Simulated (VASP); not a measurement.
# AlN (Fm-3m) in VASP: further runs

Runs on AlN. Level: r2SCAN. Tasks: electric field gradients.

Everything below comes from runs of VASP 6.6.1. Logs are shortened: lines on timing, memory, paths and dates and some standing lists are left out, and cuts for length are marked.

## Step 1: Starting point

The structure is cubic, space group Fm-3m (No. 225). The conventional cell has a = 3.956 Å, b = 3.956 Å, c = 3.956 Å, α = 90.00°, β = 90.00°, γ = 90.00°. Around Al (site symmetry m-3m) lie 6 N at 1.98 Å. N (site symmetry m-3m) is surrounded by 6 Al at 1.98 Å.

Measurements of this composition are mostly on another form, of space group No. 186.

## Step 2: Electric field gradients, r2SCAN

File POSCAR:

```
AlN
1.0
    0.0000000000      1.9780000000      1.9780000000
    1.9780000000      0.0000000000      1.9780000000
    1.9780000000      1.9780000000      0.0000000000
Al N
1 1
Direct
    0.0000000000      0.0000000000      0.0000000000
    0.5000000000      0.5000000000      0.5000000000
```

File INCAR.step1:

```
SYSTEM = AlN
  ALGO = Normal
  EDIFF = 1E-4
  ENCUT = 520
  GGA = PE
  ISMEAR = -1
  LASPH = .True.
  LCHARG = .False.
  LREAL = .False.
  LWAVE = .True.
  NBANDS = 11
  NELM = 80
  PREC = Accurate
  SIGMA = 0.01
```

File INCAR.step2:

```
SYSTEM = AlN
  ALGO = Normal
  EDIFF = 1E-8
  ENCUT = 520
  ISIF = 2
  ISMEAR = -1
  ISTART = 1
  LASPH = .True.
  LCHARG = .False.
  LEFG = .True.
  LMIXTAU = .True.
  LREAL = .False.
  LWAVE = .False.
  METAGGA = R2SCAN
  NBANDS = 11
  NELM = 80
  PREC = Accurate
  SIGMA = 0.01
```

File KPOINTS:

```
k-points
0
Gamma
  12 12 12
  0 0 0
```

Potentials or basis: VASP PAW PBE potentials, release 64 (Al, N).

Run with:

```bash
cat potpaw_PBE.64/Al/POTCAR potpaw_PBE.64/N/POTCAR > POTCAR
cp INCAR.step1 INCAR
mpirun -np 1 vasp_std > vasp.out
cp INCAR.step2 INCAR
mpirun -np 1 vasp_std > vasp.out
```

OUTCAR:

```text
SYSTEM = AlN
   EDIFF = 1E-8
   ENCUT = 520
   ISIF = 2
   ISMEAR = -1
   ISTART = 1
   LASPH = .True.
   LREAL = .False.
   METAGGA = R2SCAN
   NELM = 80
   PREC = Accurate

 ion  position               nearest neighbor table
   1  0.000  0.000  0.000-   2 1.98   2 1.98   2 1.98   2 1.98   2 1.98   2 1.98
   2  0.500  0.500  0.500-   1 1.98   1 1.98   1 1.98   1 1.98   1 1.98   1 1.98

  LATTYP: Found a face centered cubic cell.
 ALAT       =     3.9560000000

  Lattice vectors:

 A1 = (   0.0000000000,   1.9780000000,   1.9780000000)
 A2 = (   1.9780000000,   0.0000000000,   1.9780000000)
 A3 = (   1.9780000000,   1.9780000000,   0.0000000000)

Analysis of symmetry for initial positions (statically):
=====================================================================
 Subroutine PRICEL returns:
 Original cell was already a primitive cell.

 Routine SETGRP: Setting up the symmetry group for a
 face centered cubic supercell.

 Subroutine GETGRP returns: Found 48 space group operations
 (whereof 48 operations were pure point group operations)
 out of a pool of 48 trial point group operations.

The static configuration has the point symmetry O_h .

Analysis of symmetry for dynamics (positions and initial velocities):
=====================================================================
 Subroutine PRICEL returns:
 Original cell was already a primitive cell.

 Routine SETGRP: Setting up the symmetry group for a
 face centered cubic supercell.

 Subroutine GETGRP returns: Found 48 space group operations
 (whereof 48 operations were pure point group operations)
 out of a pool of 48 trial point group operations.

The dynamic configuration has the point symmetry O_h .

 Subroutine INISYM returns: Found 48 space group operations
 (whereof 48 operations are pure point group operations),
 and found     1 'primitive' translations

----------------------------------------------------------------------------------------

                                     Primitive cell

  volume of cell :      15.4778

  direct lattice vectors                    reciprocal lattice vectors
     0.000000000  1.978000000  1.978000000    -0.252780586  0.252780586  0.252780586
     1.978000000  0.000000000  1.978000000     0.252780586 -0.252780586  0.252780586
     1.978000000  1.978000000  0.000000000     0.252780586  0.252780586 -0.252780586

  length of vectors
     2.797314426  2.797314426  2.797314426     0.437828819  0.437828819  0.437828819

  position of ions in fractional coordinates (direct lattice)
     0.000000000  0.000000000  0.000000000
     0.500000000  0.500000000  0.500000000

  ion indices of the primitive-cell ions
   primitive index   ion index
                 1           1
                 2           2

----------------------------------------------------------------------------------------

 KPOINTS: k-points

Automatic generation of k-mesh.
 Grid dimensions read from file:
 generate k-points for:   12   12   12

 Generating k-lattice:

  Cartesian coordinates                     Fractional coordinates (reciprocal lattice)
    -0.021065049  0.021065049  0.021065049     0.083333333  0.000000000  0.000000000
     0.021065049 -0.021065049  0.021065049     0.000000000  0.083333333  0.000000000
     0.021065049  0.021065049 -0.021065049     0.000000000  0.000000000  0.083333333

  Length of vectors
     0.036485735  0.036485735  0.036485735

  Shift w.r.t. Gamma in fractional coordinates (k-lattice)
     0.000000000  0.000000000  0.000000000

 Subroutine IBZKPT returns following result:
 ===========================================

 Found     72 irreducible k-points:

 Following reciprocal coordinates:
            Coordinates               Weight
  0.000000  0.000000  0.000000      1.000000
  0.083333  0.000000  0.000000      8.000000
  0.166667  0.000000  0.000000      8.000000
  0.250000  0.000000  0.000000      8.000000
  0.333333  0.000000  0.000000      8.000000
  0.416667  0.000000  0.000000      8.000000
[... 16 lines left out ...]
  0.500000  0.166667  0.000000     24.000000
 -0.416667  0.166667  0.000000     24.000000
 [... further k-points ...]
   k-points           NKPTS =     72   k-points in BZ     NKDIM =     72   number of bands    NBANDS=     11
   number of dos      NEDOS =    301   number of ions     NIONS =      2
   total plane-waves  NPLWV =  13824
   dimension x,y,z NGX =    24 NGY =   24 NGZ =   24
   dimension x,y,z NGXF=    48 NGYF=   48 NGZF=   48
   ions per type =               1   1
   NGX,Y,Z   is equivalent  to a cutoff of  14.26, 14.26, 14.26 a.u.
   NGXF,Y,Z  is equivalent  to a cutoff of  28.53, 28.53, 28.53 a.u.
 SYSTEM =  AlN
   PREC   = accura    normal or accurate (medium, high low for compatibility)
   ISTART =      1    job   : 0-new  1-cont  2-samecut
   ICHARG =      0    charge: 1-file 2-atom 10-const
   ISPIN  =      1    spin polarized calculation?
   LNONCOLLINEAR =      F non collinear calculations
   LSORBIT =      F    spin-orbit coupling
   LASPH  =      T    aspherical Exc in radial PAW
   ENCUT  =  520.0 eV  38.22 Ry    6.18 a.u.   5.20  5.20  5.20*2*pi/ulx,y,z
   NELM   =     80;   NELMIN=  2; NELMDL=  0     # of ELM steps
   EDIFF  = 0.1E-07   stopping-criterion for ELM
   LREAL  =      F    real-space projection
   EDIFFG = 0.1E-06   stopping-criterion for IOM
   NSW    =      0    number of steps for IOM
   IBRION =     -1    ionic relax: 0-MD 1-quasi-New 2-CG
   NFREE  =      0    steps in history (QN), initial steepest desc. (CG)
   ISIF   =      2    stress and relaxation
   ISYM   =      2    0-nonsym 1-usesym 2-fastsym
   POTIM  = 0.5000    time-step for ionic-motion
   TEBEG  =    0.0;   TEEND  =   0.0 temperature during run
   PSTRESS=    0.0 pullay stress
   NELECT =       8.0000    total number of electrons
   NUPDOWN=      -1.0000    fix difference up-down
   EMIN   =  10.00;   EMAX   =-10.00  energy-range for DOS
   EFERMI =   0.00;   METHOD = LEGACY
   ISMEAR =    -1;   SIGMA  =   0.01  broadening in eV -4-tet -1-fermi 0-gaus
   EFERMI_NEDOS =   21; number of points for ismear=-14 and -15
   IALGO  =     38    algorithm
   IMIX   =      4    mixing-type and parameters
     AMIX     =   0.40;   BMIX     =  1.00
     AMIX_MAG =   1.60;   BMIX_MAG =  1.00
  volume/ion in A,a.u.               =       7.74        52.22
  Fermi-wavevector in a.u.,A,eV,Ry     =   1.313818  2.482756 23.485258  1.726118
  Thomas-Fermi vector in A             =   2.444114
   LORBIT       =      0    0 simple, 1 ext, 2 COOP (PROOUT), +10 PAW based schemes
   METAGGA = R2SCAN    functional components
   LHFCALC =     F    Hartree Fock is set to
   AEXX    =    0.0000 exact exchange contribution
   IVDW    =     0    specifies the selected vdW correction
   LEPSILON=     F    determine dielectric tensor
   LRPA    =     F    only Hartree local field effects (RPA)
 non-spin polarized calculation
  energy-cutoff  :      520.00
  volume of cell :       15.48
 maximum number of plane-waves:       444
 NGX is ok and might be reduce to    24

 number of electron       8.0000000 magnetization

 Free energy of the ion-electron system (eV)
  ---------------------------------------------------
  ext. energy  EPLUGINS =         0.00000000
  ---------------------------------------------------
  free energy    TOTEN  =       -18.84513914 eV

  energy without entropy =      -18.84513914  energy(sigma->0) =      -18.84513914

 E-fermi :  10.8715     XC(G=0): -13.2078

 val. band max:       10.6392664784   @ k =   0.0000   0.0000   0.0000
 cond. band min:      16.5049812785   @ k =   0.5000   0.5000   0.0000
 fundamental gap:      5.8657148001
 Fermi energy:        10.8714515864

 k-point     1 :       0.0000    0.0000    0.0000
  band No.  band energies     occupation
      1      -8.3809      2.00000
      2      10.6393      2.00000
      3      10.6393      2.00000
      4      10.6393      2.00000
      5      18.1730      0.00000
      6      23.7719      0.00000
      7      23.7719      0.00000
      8      23.7719      0.00000
      9      29.7303      0.00000
     10      29.7303      0.00000
     11      29.7457      0.00000

 k-point     2 :       0.0833    0.0000    0.0000
  band No.  band energies     occupation
      1      -8.2262      2.00000
      2       9.8917      2.00000
      3      10.5358      2.00000
      4      10.5358      2.00000
      5      18.6141      0.00000
      6      23.1336      0.00000
      7      24.0304      0.00000
      8      24.0304      0.00000
      9      28.7624      0.00000
     10      28.7624      0.00000
     11      30.9507      0.00000

 k-point     3 :       0.1667    0.0000    0.0000
  band No.  band energies     occupation
      1      -7.7719      2.00000
      2       8.1382      2.00000
      3      10.2689      2.00000
      4      10.2689      2.00000
      5      19.1759      0.00000
      6      22.6389      0.00000
      7      24.5001      0.00000
      8      24.5001      0.00000
      9      27.8479      0.00000
     10      27.8479      0.00000
     11      31.0795      0.00000

 k-point     4 :       0.2500    0.0000    0.0000
  band No.  band energies     occupation
      1      -7.0526      2.00000
      2       6.0408      2.00000
      3       9.9360      2.00000
      4       9.9360      2.00000
      5      18.9390      0.00000
      6      23.4423      0.00000
      7      24.3356      0.00000
      8      24.3356      0.00000
      9      28.4192      0.00000
     10      28.4192      0.00000
     11      30.3089      0.00000
[... 239 lines left out ...]
 k-point    22 :       0.4167    0.1667    0.0000
  band No.  band energies     occupation
      1      -5.4192      2.00000
      2       3.7358      2.00000
      3       8.0913      2.00000
      4       8.8067      2.00000
      5      19.1909      0.00000
      6      21.9476      0.00000
      7      23.4618      0.00000
      8      25.2683      0.00000
      9      29.4345      0.00000
     10      33.1775      0.00000
     11      33.6675      0.00000

 k-point    23 :       0.5000    0.1667    0.0000
  band No.  band energies     occupation
      1      -4.7044      2.00000
      2       2.5668      2.00000
      3       7.6000      2.00000
      4       8.8207      2.00000
      5      19.1911      0.00000
      6      21.6902      0.00000
      7      24.6769      0.00000
      8      24.8843      0.00000
      9      30.2849      0.00000
     10      33.0556      0.00000
     11      34.2005      0.00000

 k-point    24 :      -0.4167    0.1667    0.0000
  band No.  band energies     occupation
      1      -4.5807      2.00000
      2       2.3926      2.00000
      3       7.3034      2.00000
      4       9.0012      2.00000
      5      19.4355      0.00000
      6      21.6732      0.00000
      7      24.3351      0.00000
      8      25.4001      0.00000
      9      31.1310      0.00000
     10      32.3704      0.00000
     11      33.0394      0.00000

 [... further k-points ...]

------------------------ aborting loop because EDIFF is reached ----------------------------------------

  FORCE on cell =-STRESS in cart. coord.  units (eV):
  Direction    XX          YY          ZZ          XY          YZ          ZX
  --------------------------------------------------------------------------------------
  -------------------------------------------------------------------------------------
  Total        1.7612982      1.7612982      1.7612982      0.0000000      0.0000000     -0.0000000
  in kB      182.3201265    182.3201265    182.3201265      0.0000000      0.0000000     -0.0000000
  external PRESSURE =     182.3201265 kB  Pullay stress =       0.0000000 kB

 VOLUME and BASIS-vectors are now :
 -----------------------------------------------------------------------------
  energy-cutoff  :      520.00
  volume of cell :       15.48
      direct lattice vectors                 reciprocal lattice vectors
     0.000000000  1.978000000  1.978000000    -0.252780586  0.252780586  0.252780586
     1.978000000  0.000000000  1.978000000     0.252780586 -0.252780586  0.252780586
     1.978000000  1.978000000  0.000000000     0.252780586  0.252780586 -0.252780586

 POSITION                                       TOTAL-FORCE (eV/Angst)
 -----------------------------------------------------------------------------------
      0.00000      0.00000      0.00000         0.000000     -0.000000      0.000000
      1.97800      1.97800      1.97800        -0.000000      0.000000     -0.000000
 -----------------------------------------------------------------------------------
    total drift:                               -0.000000     -0.000000      0.000000

  FREE ENERGIE OF THE ION-ELECTRON SYSTEM (eV)
  ---------------------------------------------------
  free  energy   TOTEN  =       -18.8451391405 eV

  energy  without entropy=      -18.8451391405  energy(sigma->0) =      -18.84513914

 Electric field gradients (V/A^2)
---------------------------------------------------------------------
 ion       V_xx      V_yy      V_zz      V_xy      V_xz      V_yz
---------------------------------------------------------------------
   1       0.000    -0.000    -0.000     0.000     0.000     0.000
   2      -0.000    -0.000    -0.000     0.000     0.000     0.000
---------------------------------------------------------------------

 Electric field gradients after diagonalization (V/A^2)
 (convention: |V_zz| > |V_xx| > |V_yy|)
----------------------------------------------------------------------
 ion       V_xx      V_yy      V_zz     asymmetry (V_yy - V_xx)/ V_zz
----------------------------------------------------------------------
   1      -0.000    -0.000     0.000       0.000
   2      -0.000    -0.000     0.000       0.000
----------------------------------------------------------------------

           NMR quadrupolar parameters

 Cq : quadrupolar parameter    Cq=e*Q*V_zz/h
 eta: asymmetry parameters     (V_yy - V_xx)/ V_zz
 Q  : nuclear electric quadrupole moment in mb (millibarn)
----------------------------------------------------------------------
 ion       Cq(MHz)       eta       Q (mb)
----------------------------------------------------------------------
   1       0.000       0.000       1.000
   2       0.000       0.000       1.000
----------------------------------------------------------------------
```

Wall time 36 s (1 thread of Intel Xeon Platinum 8488C (Sapphire Rapids), shared host); peak memory 0.13 GiB.

Results:

```
Free energy            : -18.8451 eV
Pressure               : 18.2 GPa
Band gap on the k mesh : 5.87 eV, indirect (least direct gap 7.53 eV)
```

Levels at points of the mesh, in eV from the valence-band top:
```
           k point  band 2  band 3  band 4  band 5  band 6  band 7
(0.00, 0.00, 0.00)    0.00    0.00    0.00    7.53   13.13   13.13
(0.50, 0.00, 0.00)   -8.88   -1.29   -1.29    7.35   12.47   12.47
(0.50, 0.50, 0.00)   -8.01   -3.07   -3.07    5.87    6.17   16.23
```

Electric field gradients, principal values (V/Å²):
```csv
atom,Vxx,Vyy,Vzz
1 Al,0.000,0.000,0.000
2 N,0.000,0.000,0.000
```

Caveat: so large a pressure means that the cell lies far from this level's equilibrium, or that cutoff or potentials fall short; the potentials were made for another functional, which shifts forces and pressure. A k mesh can miss the band edges.

## Step 3: Electric field gradients, r2SCAN (volume scaled by 0.96)

File POSCAR:

```
AlN
1.0
    0.0000000000      1.9512669932      1.9512669932
    1.9512669932      0.0000000000      1.9512669932
    1.9512669932      1.9512669932      0.0000000000
Al N
1 1
Direct
    0.0000000000      0.0000000000      0.0000000000
    0.5000000000      0.5000000000      0.5000000000
```

File INCAR.step1:

```
  ALGO = Normal
  EDIFF = 1E-4
  ENCUT = 520
  GGA = PE
  ISMEAR = -1
  LASPH = T
  LCHARG = F
  LREAL = F
  LWAVE = T
  NBANDS = 11
  NELM = 100
  PREC = Accurate
  SIGMA = 0.01
```

File INCAR.step2:

```
  ALGO = Normal
  EDIFF = 1E-8
  ENCUT = 520
  ISIF = 2
  ISMEAR = -1
  ISTART = 1
  LASPH = T
  LCHARG = F
  LEFG = T
  LMIXTAU = T
  LREAL = F
  LWAVE = F
  METAGGA = R2SCAN
  NBANDS = 11
  NELM = 100
  PREC = Accurate
  SIGMA = 0.01
```

File KPOINTS:

```
k-points
0
Gamma
  12 12 12
```

Potentials or basis: VASP PAW PBE potentials, release 64 (Al, N).

Run with:

```bash
cat potpaw_PBE.64/Al/POTCAR potpaw_PBE.64/N/POTCAR > POTCAR
cp INCAR.step1 INCAR
mpirun -np 1 vasp_std > vasp.out
cp INCAR.step2 INCAR
mpirun -np 1 vasp_std > vasp.out
```

OUTCAR:

```text
EDIFF = 1E-8
   ENCUT = 520
   ISIF = 2
   ISMEAR = -1
   ISTART = 1
   LASPH = T
   LREAL = F
   METAGGA = R2SCAN
   NELM = 100
   PREC = Accurate

 ion  position               nearest neighbor table
   1  0.000  0.000  0.000-   2 1.95   2 1.95   2 1.95   2 1.95   2 1.95   2 1.95
   2  0.500  0.500  0.500-   1 1.95   1 1.95   1 1.95   1 1.95   1 1.95   1 1.95

  LATTYP: Found a face centered cubic cell.
 ALAT       =     3.9025339864

  Lattice vectors:

 A1 = (   0.0000000000,   1.9512669932,   1.9512669932)
[... 550 lines left out ...]
  ---------------------------------------------------
  free  energy   TOTEN  =       -18.7446564992 eV

  energy  without entropy=      -18.7446564992  energy(sigma->0) =      -18.74465650

 Electric field gradients (V/A^2)
---------------------------------------------------------------------
 ion       V_xx      V_yy      V_zz      V_xy      V_xz      V_yz
---------------------------------------------------------------------
   1      -0.000    -0.000     0.000     0.000     0.000     0.000
   2      -0.000     0.000    -0.000     0.000     0.000     0.000
---------------------------------------------------------------------

 Electric field gradients after diagonalization (V/A^2)
 (convention: |V_zz| > |V_xx| > |V_yy|)
----------------------------------------------------------------------
 ion       V_xx      V_yy      V_zz     asymmetry (V_yy - V_xx)/ V_zz
----------------------------------------------------------------------
   1      -0.000    -0.000     0.000       0.000
   2      -0.000    -0.000     0.001       0.000
----------------------------------------------------------------------

           NMR quadrupolar parameters

 Cq : quadrupolar parameter    Cq=e*Q*V_zz/h
 eta: asymmetry parameters     (V_yy - V_xx)/ V_zz
 Q  : nuclear electric quadrupole moment in mb (millibarn)
----------------------------------------------------------------------
 ion       Cq(MHz)       eta       Q (mb)
----------------------------------------------------------------------
   1       0.000       0.000       1.000
   2       0.000       0.000       1.000
----------------------------------------------------------------------
```

Run time: 43 s. Hardware: 1 thread of Intel Xeon Platinum 8488C (Sapphire Rapids), shared host; peak memory 0.14 GiB.

Results:

```yaml
Free_energy: -18.7447 eV
Pressure: 33.5 GPa
Band_gap_on_the_k_mesh: 5.78 eV, indirect (least direct gap 8.20 eV)
```

Levels at points of the mesh, in eV from the valence-band top:
```csv
k point,band 1,band 2,band 3,band 4,band 5,band 6,band 7,band 8,band 9
"(0.00, 0.00, 0.00)",-19.42,0.00,0.00,0.00,8.20,13.27,13.27,13.27,19.36
"(0.50, 0.00, 0.00)",-15.73,-9.17,-1.37,-1.37,7.62,12.83,12.83,16.29,18.86
"(0.50, 0.50, 0.00)",-14.62,-8.30,-3.19,-3.19,5.78,6.61,16.79,20.54,20.54
```

Electric field gradients, principal values (V/Å²):
| atom | Vxx | Vyy | Vzz |
| --- | --- | --- | --- |
| 1 Al | 0.000 | 0.000 | 0.000 |
| 2 N | 0.000 | 0.000 | 0.001 |

Caveat: so large a pressure means that the cell lies far from this level's equilibrium, or that cutoff or potentials fall short; the potentials were made for another functional, which shifts forces and pressure. A k mesh can miss the band edges.
